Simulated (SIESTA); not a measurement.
Pd:

```
Pd
1.0
    -1.57228    1.57228    1.57228
     1.57228   -1.57228    1.57228
     1.57228    1.57228   -1.57228
Pd
1
Cartesian
  0.0000 0.0000 0.0000
```

This isn't the form of Pd at room conditions, which is fcc.

| Property | Result |
| --- | --- |
| Program | SIESTA 5.4.2 |
| Task | single point |
| Functional | PBEsol |
| Potentials or basis | PseudoDojo 0.4 standard (PBEsol files) |
| Basis | DZP (energy shift 0.003 Ry; two zetas on semicore shells) |
| Grid cutoff | 800 Ry |
| Energy shift | 0.003 Ry |
| k mesh | 12 × 12 × 12 |
| Occupations | fermi-dirac, width 0.05 eV |
| Spin | no spin polarisation |

On this cell: pressure -9.0 GPa; band gap on the k mesh none (metal or under the smearing width).

The same run follows on a disturbed copy (cell strained at random at fixed volume):

```
Pd
1.0
    -1.59918    1.54912    1.62845
     1.60297   -1.50854    1.59166
     1.57790    1.48727   -1.58787
Pd
1
Direct
  0.01291 0.99896 0.98783
```

**Question.** What does the disturbed cell give?

**Answer.** The energy (extrapolated to zero smearing) moves by +1.1 meV/atom; pressure -9.0 GPa; band gap on the k mesh none (metal or under the smearing width).

Stress tensor (GPa, compression positive):
```
-8.77  1.21 -0.36
 1.21 -9.72 -2.38
-0.36 -2.38 -8.44
```

Caveats: the basis of atomic orbitals isn't converged, which shifts pressures, moduli and gaps.
